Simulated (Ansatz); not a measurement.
Reactions of C₅H₁₀O, SMILES `CCCC(C)=O`.

Program: Ansatz. Geometries: PBE0-D4/def2-TZVP. ΔE: electronic, gas phase. CBS: MP2 limit from def2 TZ/QZ plus the TZ coupled-cluster correction, frozen cores. This one scheme is used for every species. Triplets are unrestricted, without spin–orbit coupling. For As, Se outer-core shells are correlated without core-valence functions, which leaves a few kJ/mol of doubt a bond. Scalar relativity is left out up to krypton. Each species was taken in one conformer, which may not be the lowest.

```tsv
reaction	CCSD/CBS(def2) (eV)
`CCCC(C)=O` + `[SiH3]N[AsH2]` → `C[AsH]N[SiH3]` + `CCC(C)=O`	-0.28
`CCCC(C)=O` + `B[SeH]` → `B[Se]C` + `CCCC=O`	0.27
`CCCC(C)=O` + CH₃NH₂ → `CNC(C)=O` + `CCC`	-0.63
`CCCC(C)=O` → `CCCC=O` + `[CH2]` (triplet)	4.67
`CCCC(C)=O` + H₂ → `CC(C)=O` + `CC`	-0.68
`CCCC(C)=O` → `CCC(=O)CC`	-0.06
`CCCC(C)=O` → `CC1(C)COC1`	1.10
`CCCC(C)=O` → `C=COCCC`	0.95
`CCCC(C)=O` + `OCS` → `CCC(O)S` + `CC(C)=O`	-0.26
`CCCC(C)=O` + H₂ → `CCC(C)=O` + CH₄	-0.78
```

Question: Give the CCSD(T)/CBS values in the same order. (Estimate.)

Answer: The calculation gave: -0.29, 0.26, -0.64, 4.79, -0.63, -0.05, 1.11, 0.95, -0.27, -0.74 eV.

Largest T1 diagnostic: 0.014, for `CNC(C)=O`.
